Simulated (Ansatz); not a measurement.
Runs of Ansatz 0.2.0 on CdS (Greenockite). Symmetry: P6_3mc, No. 186, hexagonal system. The conventional cell has a = 4.150 Å, b = 4.150 Å, c = 6.737 Å, α = 90.00°, β = 90.00°, γ = 120.00°. Cd (site symmetry 3m) has 4 S at 2.53 to 2.54 Å as nearest neighbours. Around S (site symmetry 3m) lie 4 Cd at 2.53 to 2.54 Å. 

| task | level | potentials or basis | spin | k mesh | cutoff (eV) | smearing | search for lower states | basis error allowed | gap on the mesh (eV) | pressure (GPa) | moment (μB) | largest force (eV/Å) |
| --- | --- | --- | --- | --- | --- | --- | --- | --- | --- | --- | --- | --- |
| projected density of states | PBE+D3(BJ) | all-electron PAW datasets made for the crystal | collinear, ferromagnetic start | 7 × 7 × 4 | 260 | fermi-dirac 0.01 eV | - | - | 1.20 | -0.1 | 0.00 | 0.07 |
| band structure | PBE-PBEsol | all-electron LAPW, non-relativistic | collinear, ferrimagnetic start | 7 × 7 × 4 | 247 | tetrahedron | off | 0.001 eV/atom | 1.65 | (b) | 0.00 | 0.08 |
| phonons | PBE | all-electron LAPW, non-relativistic | collinear, ferrimagnetic start | 7 × 7 × 4 | 265 | gaussian 0.05 eV | off | 0.001 eV/atom | 1.69 | - | 0.00 | 0.08 |
| single point | PBE | all-electron LAPW, scalar-relativistic | off | 5 × 5 × 3 | 216 | fermi-dirac 0.04 eV | - | 0.003 eV/atom | 1.19 | 2.1 | - | 0.07 |
| band structure | PBEsol | all-electron LAPW, scalar-relativistic | off | 7 × 7 × 4 | 227 | fermi-dirac 0.05 eV | - | 0.002 eV/atom | (a) | -1.0 | - | 0.07 |
| single point | PBE | all-electron LAPW, scalar-relativistic | off | 5 × 5 × 3 | 227 | fermi-dirac 0.04 eV | - | 0.002 eV/atom | 1.19 | 2.1 | - | 0.07 |
| density of states | PBE-LYP | all-electron LAPW, point nuclei | non-collinear, ferromagnetic start | 5 × 5 × 3 | 267 | methfessel-paxton 0.15 eV | - | 0.0005 eV/atom | 1.13 | 5.4 | 0.00 | 0.06 |

Alike in all rows: cell as given.

Question: Fill in the values left out.

Answer: (a) 1.06; (b) 4.6.

Caveats: an odd mesh through Γ misses points on the zone boundary, where band edges often lie (some runs); relativity is left out, which matters for the heavier elements (some runs); the program warned that the printed levels may be off, so bands, gaps and densities of states are rough (some runs); a metal's response needs a denser mesh (some runs); the program listed the state as in doubt (some runs).

A k mesh can miss the band edges, and the runs leave out spin-orbit coupling on Cd.

Not every run made on this cell is shown here.
